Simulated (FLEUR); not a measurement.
AlNi: band structure with SCAN

The system is AlNi.

```
Ni Al
1.0
     2.88100    0.00000    0.00000
     0.00000    2.88100    0.00000
     0.00000    0.00000    2.88100
Ni Al
1 1
Direct
  0.50000 0.50000 0.50000
  0.00000 0.00000 0.00000
```

```
Program                  : FLEUR MaX-R8.1 (later development tree)
Task                     : band structure
Functional               : SCAN
Potentials or basis      : all-electron
Basis                    : FLAPW
Kmax                     : 4.78 1/bohr
k mesh                   : 9 × 9 × 9
Occupations              : fermi-dirac, width 0.05 eV
Spin                     : collinear spin, ferromagnetic start
Starting moments         : [1.001, 0.0] μB
Gmax                     : 14.8 1/bohr
Muffin-tin radii         : Ni 2.32, Al 2.05 bohr
lmax                     : Ni 9, Al 8
lnonsphr                 : Ni 9, Al 8
Local orbitals a species : Ni 5, Al 4
Max iterations           : 80
Mixing factor            : 0.05
Mixer                    : Anderson
Mixer history            : 30
Density convergence      : 0.0001 me/bohr^3
```

| Item | Value |
| --- | --- |
| Band gap along the path | none (metal or under the smearing width) |
| Net moment | 0.00 μB per cell |
| Valence electrons inside the program's atomic spheres | Ni 17.34; Al 9.02 (radii Ni 2.32, Al 2.05 bohr) |

Levels at the corners of the path, in eV from the Fermi level:
Spin up:
| point | band 11 | band 12 | band 13 | band 14 | band 15 | band 16 | band 17 | band 18 |
| --- | --- | --- | --- | --- | --- | --- | --- | --- |
| Γ | -3.39 | -1.66 | -1.66 | -1.66 | 5.64 | 5.64 | 5.64 | 8.52 |
| X | -2.90 | -2.40 | -2.40 | -1.57 | -0.67 | 8.77 | 10.28 | 10.28 |
| M | -3.09 | -3.09 | -2.22 | -2.22 | -1.03 | 1.40 | 2.68 | 12.89 |
| Γ | -3.39 | -1.66 | -1.66 | -1.66 | 5.64 | 5.64 | 5.64 | 8.52 |
| R | -4.29 | -1.00 | -1.00 | 1.82 | 1.82 | 1.82 | 4.07 | 4.72 |
| X | -2.90 | -2.40 | -2.40 | -1.57 | -0.67 | 8.77 | 10.28 | 10.28 |
| M | -3.09 | -3.09 | -2.22 | -2.22 | -1.03 | 1.40 | 2.68 | 12.89 |
| R | -4.29 | -1.00 | -1.00 | 1.82 | 1.82 | 1.82 | 4.07 | 4.72 |
Spin down:
```tsv
point	band 11	band 12	band 13	band 14	band 15	band 16	band 17	band 18
Γ	-3.39	-1.66	-1.66	-1.66	5.64	5.64	5.64	8.52
X	-2.90	-2.40	-2.40	-1.57	-0.67	8.77	10.28	10.28
M	-3.09	-3.09	-2.22	-2.22	-1.03	1.40	2.68	12.89
Γ	-3.39	-1.66	-1.66	-1.66	5.64	5.64	5.64	8.52
R	-4.29	-1.00	-1.00	1.82	1.82	1.82	4.07	4.72
X	-2.90	-2.40	-2.40	-1.57	-0.67	8.77	10.28	10.28
M	-3.09	-3.09	-2.22	-2.22	-1.03	1.40	2.68	12.89
R	-4.29	-1.00	-1.00	1.82	1.82	1.82	4.07	4.72
```

Core levels (eV from the Fermi level):
```
atom                                                   levels
1 Ni  1s1/2 -8203.1, 2s1/2 -973.4, 2p1/2 -847.7, 2p3/2 -830.3
2 Al                                            1s1/2 -1505.7
```

It took 3.2 min on 1 thread of Intel(R) Xeon(R) Platinum 8259CL CPU @ 2.50GHz (Skylake/Cascade Lake), with other jobs on the host, peak memory 0.12 GiB.

Caveat: the meta-GGA is that of a development version, with a GGA for the radial functions and cores and without core tails.
